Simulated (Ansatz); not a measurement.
# AlCo: the order of phases at one pressure

Aim: bring AlCo in several structures (rocksalt, CsCl, WC, NiAs, zincblende) to one pressure and rank them by enthalpy. The pressure is set by scaling the first phase. Methods of the runs shown: LAPW. Companion runs by PAW are cited.

Program: Ansatz 0.2.0. Level of theory: DFT, PBE, all-electron LAPW, scalar-relativistic. These are calculated values, not measurements.

### 1 The system as given

The structure is cubic, space group Fm-3m (No. 225). The conventional cell has a = 4.408 Å, b = 4.408 Å, c = 4.408 Å, α = 90.00°, β = 90.00°, γ = 90.00°. Co (site symmetry m-3m) has 6 Al at 2.20 Å as nearest neighbours. Around Al (site symmetry m-3m) lie 6 Co at 2.20 Å.

Coordinates:

```cif
data_structure
_symmetry_space_group_name_H-M 'Fm-3m'
_symmetry_Int_Tables_number 225
_cell_length_a 4.4081
_cell_length_b 4.4081
_cell_length_c 4.4081
_cell_angle_alpha 90.000
_cell_angle_beta 90.000
_cell_angle_gamma 90.000
_cell_volume 85.66
loop_
_atom_site_label
_atom_site_type_symbol
_atom_site_symmetry_multiplicity
_atom_site_Wyckoff_symbol
_atom_site_fract_x
_atom_site_fract_y
_atom_site_fract_z
_atom_site_occupancy
Co1 Co 4 a 0.00000 0.00000 0.00000 1
Al1 Al 4 b 0.50000 0.00000 0.00000 1
```

The file gives the conventional cell by its symmetry; the runs use the cell typed in the input.

Atoms are numbered in the order of the input: Co1, Al2.

### 2 Rocksalt relaxed under pressure, LAPW

File input.yaml:

```yaml
crystal:
  lattice:
    - [0.0, 2.2040486074, 2.2040486074]
    - [2.2040486074, 0.0, 2.2040486074]
    - [2.2040486074, 2.2040486074, 0.0]
  atoms:
    - { symbol: Co, position: [0.0, 0.0, 0.0] }
    - { symbol: Al, position: [0.5, 0.5, 0.5] }
kpoints:
  mp_grid: { grid: [15, 15, 15] }
scf:
  occupations: { method: fermi_dirac, width: 0.08 }
hamiltonian:
  xc: pbe
  pseudopotentials: { kind: all_electron, lapw: { basis_error: 0.0005 } }
output:
  forces: true
  stress: true
  eigenvalues: true
relax:
  f_tol: 0.005
  max_steps: 12
  cell: { p_target: 50.0, stress_tol: 0.03 }
```

Run with:

```console
$ ansatz run input.yaml --threads 1 --pin off --max-ram 3584MiB --backend cpu --events-out ev --progress --plain --runs-dir out
```

Log, shortened:

```text
[...]
LAPW: plane waves up to 10.270 Å⁻¹, error target 5.0e-4 eV per atom; small_component_spin mean_spin; Al in spheres of 0.993 Å, 11 of its electrons in bands, Dirac shells []; Co in spheres of 1.145 Å, 17 of its electrons in bands, Dirac shells []
[...]
Pseudopotentials: kind: all_electron
Pseudopotential: Co, LAPW, valence charge 17, Koelling and Harmon's equation, gaussian nucleus
Pseudopotential: Al, LAPW, valence charge 11, Koelling and Harmon's equation, gaussian nucleus
Functional definition: PBE
[...]
Crystal: 2 atoms, lattice volume = 21.414 Å³
Basis set: ecut = 401.8340472291324 eV, 387 PW (Γ), exchange–correlation at level 2
Bands: 18, of which v1, the nominal top of the filled ones, is band 14 counted from 1 (13 counted from 0)
Symmetry: 48 space group operations
Space group: Fm-3m (ITA 225), of the structure as read, at distance tolerance 2.8e-5 Å
k-points: 120 of 3375
[...]
SCF iter   1: F=—  HF=-44524.604573 eV  |F-HF|=—  |Δ(HF+E_count)|=         —  Δρ=7.19e-2  dr2=1.33e0  ethr=4.77e-3  ⟨swp⟩=2.0  Hψ=13734  notcnv=0
[...]
the basis was enlarged: its passes take 83.0 KiB over the memory plan, 1 of 1 planned eigensolver slots
[...]
relax step   1: F+E_penalty+E_count = -44523.86659463 eV  Δ(F+E_penalty+E_count) = +0.000e0 eV  max|allowed force component| = 3.221e-30 eV/Å  Δτ_max = 0.0000 Å  P = +49.819 GPa  Ω = 21.414 Å³  (9 SCF iters, accepted)
[...]
SCF converged after 2 iterations
Free energy (F): -44523.862593 eV
[...]
E sigma→0 (E₀):  -44523.852403 eV
Entropy (-TS):   -0.020380 eV (-10.190 meV/atom)
Fermi energy:    17.519651 eV
[...]
--- Forces (eV/Å), atoms counted from 1 ---
  atom   1  Co     0.00000000    -0.00000000     0.00000000
  atom   2  Al    -0.00000000     0.00000000    -0.00000000
[...]
--- Stress (GPa, compression-positive) ---
       50.000106       0.000000       0.000000
        0.000000      50.000106       0.000000
        0.000000       0.000000      50.000106
  P = ⅓ Tr σ = 50.0001 GPa (500.001 kbar)
--- Band table (eV; the first three rows and the last of 120) ---
  k-point 0: bands = ["-84.9207", "-76.9215", "-46.3758", "-46.3758", "-46.3758", "-40.2878", "-40.2878", "-40.2878", "6.0139", "15.3032", "15.3032", "15.3032", "15.5970", "15.5970", "26.6556", "26.6556", "26.6556", "29.7621"]
[...]
--- Relaxed structure (3 steps of the walk, 3 accepted, 1 SCFs on fresh bases) ---
  F+E_penalty+E_count = -44523.86259264 eV   max|allowed force component| = 1.545e-30 eV/Å   (the final SCF, on the basis selected at the relaxed cell)
  cell:  # Å, volume = 21.4009 Å³
    - [-2.7960854030514546e-33, 2.2036077480923715, 2.2036077480923715]
    - [2.2036077480923715, 3.5030682726157182e-34, 2.2036077480923715]
    - [2.2036077480923715, 2.2036077480923715, 3.057223219737352e-34]
  atoms:
    - { symbol: Co, position: [-1.2444463079105646e-38, 1.0666682639398795e-38, 1.0666682639191834e-38] }
    - { symbol: Al, position: [0.5, 0.5, 0.5] }
```

It took 66 s on 1 thread of Intel Xeon Platinum 8259CL at 2.50GHz (Skylake/Cascade Lake), shared host; peak memory 0.57 GiB.

The steps of the relaxation:

```csv
step,energy from step 1 (eV/cell),largest force component (eV/Å),pressure (GPa),volume (Å³)
1,0.0000,0.0000,49.82,21.41
2,0.0026,0.0000,49.94,21.41
3,0.0040,0.0000,50.00,21.40
4,0.0040,0.0000,50.00,21.40
```

Step 1 is the start. Step 4 repeats the geometry before on a plane-wave basis chosen anew for that cell, so the energy can jump there without any move; the table keeps such jumps.

| input's cell | before | after | change |
| --- | --- | --- | --- |
| a (Å) | 3.117 | 3.116 | -0.0 % |
| b (Å) | 3.117 | 3.116 | -0.0 % |
| c (Å) | 3.117 | 3.116 | -0.0 % |
| volume (Å³/atom) | 10.71 | 10.70 | -0.1 % |

This run gives: pressure 50.00 GPa; no gap.

### 3 CsCl relaxed under pressure, LAPW

Edit input.yaml of step 2 so:

```diff
@@ -2,5 +2,5 @@
   lattice:
-    - [0.0, 2.2040486074, 2.2040486074]
-    - [2.2040486074, 0.0, 2.2040486074]
-    - [2.2040486074, 2.2040486074, 0.0]
+    - [2.6795088524, 0.0, 0.0]
+    - [0.0, 2.6795088524, 0.0]
+    - [0.0, 0.0, 2.6795088524]
   atoms:
```

Run with:

```console
$ ansatz run input.yaml --threads 1 --pin off --max-ram 3584MiB --backend cpu --events-out ev --progress --plain --runs-dir out
```

Log:

```text
The last accepted step is kept in <dir> (removed where the run ends without a failure and the disk answers)
LAPW: plane waves up to 9.660 Å⁻¹, error target 5.0e-4 eV per atom; small_component_spin mean_spin; Al in spheres of 1.043 Å, 11 of its electrons in bands, Dirac shells []; Co in spheres of 1.208 Å, 17 of its electrons in bands, Dirac shells []
Engine: ansatz 0.2.0
[... 4 set-up lines as earlier in the session ...]
  parameter kappa = 0.804
  parameter beta = 0.06672455060314922
  exchange = pbe_x(kappa = kappa, mu = beta*pi^2/3)
  correlation = pbe_c(beta = beta)
Crystal: 2 atoms, lattice volume = 19.238 Å³
Basis set: ecut = 355.5192192548285 eV, 257 PW (Γ), exchange–correlation at level 2
Bands: 18, of which v1, the nominal top of the filled ones, is band 14 counted from 1 (13 counted from 0)
[... 1 set-up line as earlier in the session ...]
Space group: Pm-3m (ITA 221), of the structure as read, at distance tolerance 2.7e-5 Å
k-points: 120 of 3375
Non-local potential: Co, projectors of the file, none
Non-local potential: Al, projectors of the file, none
Initial density: superposition of atomic densities (chi_scale 0.1, normalization cell, long waves kept (reshape's long-wave potential 0.00 eV rms))
Initial wavefunctions: plane waves of lowest kinetic energy (no species holds an atomic orbital)
Functional: x = pbe(κ = 0.804, μ = 0.2195149727645171), c = pbe(β = 0.06672455060314922)
iter 1 solved again at ethr=1.73e-3 eV; its pass at ethr=1.00e-1 eV (dr2=4.85e-1 eV) is discarded
SCF iter   1: F=—  HF=-44526.019179 eV  |F-HF|=—  |Δ(HF+E_count)|=         —  Δρ=4.24e-2  dr2=4.84e-1  ethr=1.73e-3  ⟨swp⟩=2.0  Hψ=14343  notcnv=0
preconditioner: auto → none  [metal: Δε(μ)=0.090 eV  Ē_g=9.996 eV  σ=0.080 eV  W_gap=0.27  n_scr=6 (ndim 8)  ℏωp=29.3 eV  f_vac=0.000  D(μ)=0.59/eV (n_scr^D=6)  sad-step TF]
iter 2 solved again at ethr=1.61e-4 eV; its pass at ethr=1.73e-3 eV (dr2=4.50e-2 eV) is discarded
SCF iter   2: F=—  HF=-44525.951611 eV  |F-HF|=—  |Δ(HF+E_count)|=   6.76e-2  Δρ=2.10e-2  dr2=4.48e-2  ethr=1.61e-4  ⟨swp⟩=2.0  Hψ=10740  notcnv=0
SCF iter   3: F=—  HF=-44525.831474 eV  |F-HF|=—  |Δ(HF+E_count)|=   1.20e-1  Δρ=2.11e-2  dr2=1.23e-1  ethr=1.60e-4  ⟨swp⟩=2.9  Hψ=6622  notcnv=0
SCF iter   4: F=—  HF=-44525.777683 eV  |F-HF|=—  |Δ(HF+E_count)|=   5.38e-2  Δρ=6.82e-3  dr2=1.21e-2  ethr=1.60e-4  ⟨swp⟩=2.0  Hψ=6280  notcnv=0
SCF iter   5: F=—  HF=-44525.773404 eV  |F-HF|=—  |Δ(HF+E_count)|=         —  Δρ=2.26e-3  dr2=1.28e-3  ethr=4.33e-5  ⟨swp⟩=2.0  Hψ=5939  notcnv=0
the basis was enlarged: its passes take 706.6 KiB over the memory plan, 1 of 1 planned eigensolver slots
SCF iter   6: F=—  HF=-44525.772907 eV  |F-HF|=—  |Δ(HF+E_count)|=   4.97e-4  Δρ=4.43e-4  dr2=4.79e-5  ethr=4.58e-6  ⟨swp⟩=2.0  Hψ=5927  notcnv=0
SCF iter   7: F=—  HF=-44525.772889 eV  |F-HF|=—  |Δ(HF+E_count)|=   1.74e-5  Δρ=4.45e-5  dr2=4.75e-7  ethr=1.71e-7  ⟨swp⟩=2.0  Hψ=5928  notcnv=0
SCF iter   8: F=-44525.772889 eV  HF=-44525.772889 eV  |F-HF|=9.53e-10  |Δ(HF+E_count)|=   1.56e-7  Δρ=2.33e-6  dr2=1.13e-9  ethr=1.70e-9  ⟨swp⟩=2.1  Hψ=5942  notcnv=0
SCF 1 converged in 8 iterations: F = -44525.772889 eV  dr2 = 1.13e-9
relax step   1: F+E_penalty+E_count = -44525.77288926 eV  Δ(F+E_penalty+E_count) = +0.000e0 eV  max|allowed force component| = 3.879e-30 eV/Å  Δτ_max = 0.0000 Å  P = +49.795 GPa  Ω = 19.238 Å³  (8 SCF iters, accepted)
Crystal: 2 atoms, lattice volume = 19.232 Å³
Basis set: ecut = 355.5989242233869 eV, 257 PW (Γ), exchange–correlation at level 2
Initial density: handed on by an earlier stage of this run
Initial wavefunctions: those handed on with the density
iter 1 solved again at ethr=5.11e-10 eV; its pass at ethr=1.00e-1 eV (dr2=1.43e-7 eV) is discarded
SCF iter   1: F=—  HF=-44525.770877 eV  |F-HF|=—  |Δ(HF+E_count)|=         —  Δρ=2.18e-5  dr2=8.92e-8  ethr=5.11e-10  ⟨swp⟩=4.1  Hψ=11568  notcnv=0
preconditioner: auto → none  [metal: Δε(μ)=0.061 eV  Ē_g=9.747 eV  σ=0.080 eV  W_gap=0.19  n_scr=6 (ndim 8)  ℏωp=29.3 eV  f_vac=0.000  D(μ)=0.56/eV (n_scr^D=0)]
SCF iter   2: F=—  HF=-44525.770877 eV  |F-HF|=—  |Δ(HF+E_count)|=   6.11e-7  Δρ=5.31e-5  dr2=6.24e-7  ethr=3.19e-10  ⟨swp⟩=3.0  Hψ=6615  notcnv=0
iter 3 solved again at ethr=1.00e-12 eV; its pass at ethr=3.19e-10 eV (dr2=1.78e-10 eV) is discarded
SCF iter   3: F=-44525.770877 eV  HF=-44525.770877 eV  |F-HF|=6.33e-10  |Δ(HF+E_count)|=   6.99e-7  Δρ=1.58e-6  dr2=1.76e-10  ethr=1.00e-12  ⟨swp⟩=2.8  Hψ=10971  notcnv=0
SCF 2 converged in 3 iterations: F = -44525.770877 eV  dr2 = 1.76e-10
relax step   2: F+E_penalty+E_count = -44525.77087656 eV  Δ(F+E_penalty+E_count) = +2.013e-3 eV  max|allowed force component| = 1.808e-31 eV/Å  Δτ_max = 0.0000 Å  P = +49.920 GPa  Ω = 19.232 Å³  (3 SCF iters, accepted)
Crystal: 2 atoms, lattice volume = 19.228 Å³
Basis set: ecut = 355.65002167037755 eV, 257 PW (Γ), exchange–correlation at level 2
iter 1 solved again at ethr=2.38e-10 eV; its pass at ethr=1.00e-1 eV (dr2=6.67e-8 eV) is discarded
SCF iter   1: F=—  HF=-44525.769584 eV  |F-HF|=—  |Δ(HF+E_count)|=         —  Δρ=1.52e-5  dr2=4.30e-8  ethr=2.38e-10  ⟨swp⟩=4.0  Hψ=11372  notcnv=0
preconditioner: auto → none  [metal: Δε(μ)=0.061 eV  Ē_g=9.748 eV  σ=0.080 eV  W_gap=0.19  n_scr=6 (ndim 8)  ℏωp=29.3 eV  f_vac=0.000  D(μ)=0.56/eV (n_scr^D=0)]
SCF iter   2: F=—  HF=-44525.769585 eV  |F-HF|=—  |Δ(HF+E_count)|=   2.99e-7  Δρ=3.64e-5  dr2=2.94e-7  ethr=1.53e-10  ⟨swp⟩=3.0  Hψ=6608  notcnv=0
iter 3 solved again at ethr=1.00e-12 eV; its pass at ethr=1.53e-10 eV (dr2=1.01e-10 eV) is discarded
SCF iter   3: F=-44525.769584 eV  HF=-44525.769584 eV  |F-HF|=6.91e-10  |Δ(HF+E_count)|=   3.28e-7  Δρ=1.24e-6  dr2=1.00e-10  ethr=1.00e-12  ⟨swp⟩=2.6  Hψ=10884  notcnv=0
SCF 3 converged in 3 iterations: F = -44525.769584 eV  dr2 = 1.00e-10
relax step   3: F+E_penalty+E_count = -44525.76958419 eV  Δ(F+E_penalty+E_count) = +1.292e-3 eV  max|allowed force component| = 5.752e-31 eV/Å  Δτ_max = 0.0000 Å  P = +50.000 GPa  Ω = 19.228 Å³  (3 SCF iters, accepted)
iter 1 solved again at ethr=1.00e-12 eV; its pass at ethr=1.00e-1 eV (dr2=9.98e-11 eV) is discarded
SCF iter   1: F=—  HF=-44525.769584 eV  |F-HF|=—  |Δ(HF+E_count)|=         —  Δρ=1.24e-6  dr2=9.97e-11  ethr=1.00e-12  ⟨swp⟩=3.3  Hψ=10488  notcnv=0
preconditioner: auto → none  [metal: Δε(μ)=0.061 eV  Ē_g=9.749 eV  σ=0.080 eV  W_gap=0.19  n_scr=6 (ndim 8)  ℏωp=29.3 eV  f_vac=0.000  D(μ)=0.56/eV (n_scr^D=0)]
SCF iter   2: F=-44525.769584 eV  HF=-44525.769584 eV  |F-HF|=3.58e-9  |Δ(HF+E_count)|=   2.51e-8  Δρ=1.66e-6  dr2=6.91e-10  ethr=1.06e-12 (applied; sched 1.00e-12)  ⟨swp⟩=3.0  Hψ=6610  notcnv=0
SCF 4 converged in 2 iterations: F = -44525.769584 eV  dr2 = 6.91e-10
relax step   4: F+E_penalty+E_count = -44525.76958420 eV  Δ(F+E_penalty+E_count) = -1.437e-8 eV  max|allowed force component| = 4.273e-31 eV/Å  Δτ_max = 0.0000 Å  P = +50.000 GPa  Ω = 19.228 Å³  stress off target by 4.44e-4 GPa  SCF on the basis re-selected at this cell (its energy is not comparable with the rows above)  (2 SCF iters)
basis re-selected at this cell: Δ(F+E_penalty+E_count) = -1.437e-8 eV, ΔP = +0.000 GPa vs the last step (what re-selecting the basis moved, after the strain that the cell walked since its last selection, with what the two solves' SCF thresholds leave and, on support functions, any second-order correction that the steps lacked; it is no measure of the basis error at this ecutwfc). This SCF's stress stands 4.44e-4 GPa from its target on what of the cell is left free (relax.cell.stress_tol is 3.00e-2 GPa) and its largest allowed force component is 4.27e-31 eV/Å (relax.f_tol is 5.00e-3 eV/Å): within both
SCF converged after 2 iterations
Free energy (F): -44525.769584 eV
Harris-Foulkes:  -44525.769584 eV  (|F-HF|=3.58e-9)
Internal energy: -44525.757043 eV  (E = F + TS)
E sigma→0 (E₀):  -44525.763313 eV
Entropy (-TS):   -0.012542 eV (-6.271 meV/atom)
Fermi energy:    19.805270 eV
--- Per-component energies (eV) ---
  E_band       = -615.963733
  E_kinetic    = 45120.710559
  E_xc         = -2138.428501
  E_electrostatic = -87508.039100  (all electrons and nuclei)
  E_smearing   = -0.012542  (= −TS)
  E_closure    = 0.000000  (closes the sum)
  E_atoms      = -44513.072186  (free atoms, spherical and without spin; not in F)
  Σ components = -44525.769584   (vs F -44525.769584, Δ=0.00e0)
  Basis errors (estimates in eV, not in F): energy 1.5e-4 per atom: plane waves 1.2e-4 (6.7e-5 summed), levels above the bands 5.0e-38, relativity 1.1e-8, radial functions 2.1e-5, core shells 2.1e-9; eigenvalues (radial functions only) 5.5e-7; not estimated: angular momenta, meshes, grids; target (lapw.basis_error) 5.0e-4; muffin-tin radii Al 1.042 Å, Co 1.208 Å
--- Forces (eV/Å), atoms counted from 1 ---
  atom   1  Co    -0.00000000    -0.00000000     0.00000000
  atom   2  Al     0.00000000    -0.00000000     0.00000000
  max |Σ_I F_I| component: 1.02e-30 eV/Å
--- Stress (GPa, compression-positive) ---
       50.000444       0.000000       0.000000
        0.000000      50.000444      -0.000000
        0.000000      -0.000000      50.000444
  P = ⅓ Tr σ = 50.0004 GPa (500.004 kbar)
--- Band table (eV; the first three rows and the last of 120) ---
  k-point 0: bands = ["-82.4610", "-75.2416", "-43.9046", "-43.9046", "-43.9046", "-38.5315", "-38.5315", "-38.5315", "7.3845", "15.8779", "15.8779", "18.7155", "18.7155", "18.7155", "26.7539", "26.7539", "26.7539", "29.3448"]
  k-point 1: bands = ["-82.4609", "-75.2413", "-43.9058", "-43.9045", "-43.9045", "-38.5355", "-38.5313", "-38.5313", "7.4813", "15.8763", "15.9086", "18.6571", "18.6571", "18.7219", "25.8006", "26.8884", "26.8884", "29.3116"]
  k-point 2: bands = ["-82.4605", "-75.2404", "-43.9091", "-43.9039", "-43.9039", "-38.5469", "-38.5307", "-38.5307", "7.7695", "15.8501", "15.9968", "18.4987", "18.4987", "18.7402", "24.2282", "27.2756", "27.2756", "29.2137"]
  k-point 119: bands = ["-82.4529", "-75.2200", "-43.9261", "-43.9259", "-43.9259", "-38.6041", "-38.6041", "-38.6040", "14.8320", "14.9225", "14.9225", "19.4619", "19.4619", "21.7057", "22.2529", "22.2529", "25.5814", "26.3438"]
--- Relaxed structure (3 steps of the walk, 3 accepted, 1 SCFs on fresh bases) ---
  F+E_penalty+E_count = -44525.76958420 eV   max|allowed force component| = 4.273e-31 eV/Å   (the final SCF, on the basis selected at the relaxed cell)
  cell:  # Å, volume = 19.2276 Å³
    - [2.6790160667388685, -2.7584934099296346e-36, 2.587968362770348e-34]
    - [-2.7584934099296346e-36, 2.6790160667388685, -1.0030885127016853e-36]
    - [2.623076460714907e-34, -1.0030885127016853e-36, 2.6790160667388685]
  atoms:
    - { symbol: Co, position: [-1.4623256365189905e-39, -5.8493025673555997e-39, 5.107113306759547e-49] }
    - { symbol: Al, position: [0.5, 0.5, 0.5] }
```

It took 56 s on 1 thread of Intel Xeon Platinum 8259CL at 2.50GHz (Skylake/Cascade Lake), shared host; peak memory 0.48 GiB.

Step by step:

```csv
step,energy from step 1 (eV/cell),largest force component (eV/Å),pressure (GPa),volume (Å³)
1,0.0000,0.0000,49.80,19.24
2,0.0020,0.0000,49.92,19.23
3,0.0033,0.0000,50.00,19.23
4,0.0033,0.0000,50.00,19.23
```

Step 1 is the start. Step 4 repeats the geometry before on a plane-wave basis chosen anew for that cell, so the energy can jump there without any move; the table keeps such jumps.

| input's cell | before | after | change |
| --- | --- | --- | --- |
| a (Å) | 2.680 | 2.679 | -0.0 % |
| b (Å) | 2.680 | 2.679 | -0.0 % |
| c (Å) | 2.680 | 2.679 | -0.0 % |
| volume (Å³/atom) | 9.62 | 9.61 | -0.1 % |

In short: pressure 50.00 GPa; no gap.

(Part 1 of 2 ends here.)
